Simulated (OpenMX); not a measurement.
Set up this calculation in OpenMX 3.8.5, as an ASE script.

| Property | Result |
| --- | --- |
| Task | single point |
| Functional | PBE |
| Dispersion | D3 |
| Potentials or basis | OpenMX 2013 PBE set, Hf7.0-s3p2d2f1, grid cutoff 400 Ry |
| k mesh | 11 × 11 × 5 |
| Occupations | fermi-dirac, width 0.05 eV |
| Spin | no spin polarisation |
| Mixing scheme | rmm-diisk |
| SCF threshold | 1e-08 Ha |
| Solver | band |
| Max SCF cycles | 100 |

The structure of Hf lies in POSCAR:

```
Hf
1.0
    3.1967000000      0.0000000000      0.0000000000
   -1.5983500000      2.7684234083      0.0000000000
    0.0000000000      0.0000000000      5.0578000000
Hf
2
Direct
    0.6666666667      0.3333333333      0.7500000000
    0.3333333333      0.6666666667      0.2500000000
```

These files were run (other wordings do the same):

run.py

```python
from ase.io import read
from ase.calculators.openmx import OpenMX
from ase.calculators.mixing import SumCalculator
from dftd3.ase import DFTD3

atoms = read('POSCAR')

def calculator():
    omx = OpenMX(
        label='Hf',
        command='openmx',
        nohup=True,
        xc='GGA-PBE',
        kpts=(11, 11, 5),
        system_currentdirectory='./',
        data_path='./DFT_DATA13',
        level_of_fileout=0,
        definition_of_atomic_species=[['Hf', 'Hf7.0-s3p2d2f1', 'Hf_PBE13']],
        atoms_speciesandcoordinates_unit='Ang',
        atoms_speciesandcoordinates=[['1', 'Hf', '0', '0', '0', 6.0, 6.0], ['2', 'Hf', '0', '0', '0', 6.0, 6.0]],
        scf_spinpolarization='off',
        scf_electronictemperature=580.226,
        scf_energycutoff=400.0,
        scf_maxiter=100,
        scf_eigenvaluesolver='band',
        scf_mixing_type='rmm-diisk',
        scf_init_mixing_weight=0.05,
        scf_min_mixing_weight=0.001,
        scf_max_mixing_weight=0.3,
        scf_mixing_history=25,
        scf_mixing_startpulay=8,
        scf_criterion=1e-08,
    )
    return SumCalculator([omx, DFTD3(method='pbe', damping='d3zero')])

atoms.calc = calculator()
print('stress_eV_A3', atoms.get_stress().round(8).tolist())
print('forces_eV_A', atoms.get_forces().round(6).tolist())
print('energy_eV', round(atoms.get_potential_energy(), 6))
print('dispersion_eV', round(atoms.calc.mixer.calcs[1].get_potential_energy(atoms), 6))
```

Potentials or basis: OpenMX 2013 PBE set, Hf7.0-s3p2d2f1, grid cutoff 400 Ry.

Command:

```console
$ python run.py > run.log
```

Results of the run:

| Property | Result |
| --- | --- |
| Pressure | -3.2 GPa |
| Largest force | 0.010 eV/Å |
| Band gap on the k mesh | none (metal or under the smearing width) |
| Dispersion energy per atom | -0.394 eV |

Caveat: the basis of atomic orbitals isn't converged, which shifts pressures, moduli and gaps; pairwise dispersion overbinds metals, which lowers pressure and volume.

Run time: 110 s on 1 thread of Arm Neoverse V1, with other jobs on the host, peak memory 0.69 GiB.
